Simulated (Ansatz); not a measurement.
# CdS (Greenockite): the cost of one run

Method: DFT PBEsol, frozen-core PAW, scalar-relativistic unless said, in Ansatz 0.2.0.

### 1 The structure to begin with

It takes space group P6_3mc (No. 186, hexagonal). Conventional cell: a = 4.150 Å, b = 4.150 Å, c = 6.737 Å, α = 90.00°, β = 90.00°, γ = 120.00°. Cd (site symmetry 3m) has 4 S at 2.53 to 2.54 Å in its first shell of neighbours. S (site symmetry 3m) is surrounded by 4 Cd at 2.53 to 2.54 Å.

Structure file:

```xyz
4
Lattice="4.1500 0.0000 0.0000 -2.0750 3.5940 0.0000 0.0000 0.0000 6.7370" Properties=species:S:1:pos:R:3 pbc="T T T"
Cd    0.0000    2.3960    0.0000
Cd    2.0750    1.1980    3.3685
S     0.0000    2.3960    2.5264
S     2.0750    1.1980    5.8949
```

Cartesian axes are those of the input's lattice vectors. The structure goes back to a database entry.

### 2 Cell and atoms relaxed, PAW

The input, input.yaml:

```yaml
crystal:
  lattice:
    - [4.15, 0.0, 0.0]
    - [-2.075, 3.5940054257, 0.0]
    - [0.0, 0.0, 6.737]
  atoms:
    - { symbol: Cd, position: [0.333333333333, 0.666666666667, 0.0] }
    - { symbol: Cd, position: [0.666666666667, 0.333333333333, 0.5] }
    - { symbol: S, position: [0.333333333333, 0.666666666667, 0.375] }
    - { symbol: S, position: [0.666666666667, 0.333333333333, 0.875] }
kpoints:
  mp_grid: { grid: [10, 10, 6] }
scf:
  occupations: { method: fermi_dirac, width: 0.1 }
hamiltonian:
  xc: pbesol
  pseudopotentials: { kind: paw }
relax:
  f_tol: 0.002
  max_steps: 80
  cell: {}
output:
  forces: true
  stress: true
  write_density: true
  write_potential: true
  elf: true
  volumetric_format: npy
```

Launch:

```console
ansatz run input.yaml --threads 2 --pin off --max-ram 6144MiB --backend cpu --events-out ev --progress --plain --runs-dir out
```

**Question.** How long does this run take on 2 threads of Arm Neoverse V1, shared host, and how much memory does it need?

About 32 s, with a peak of 0.43 GiB.
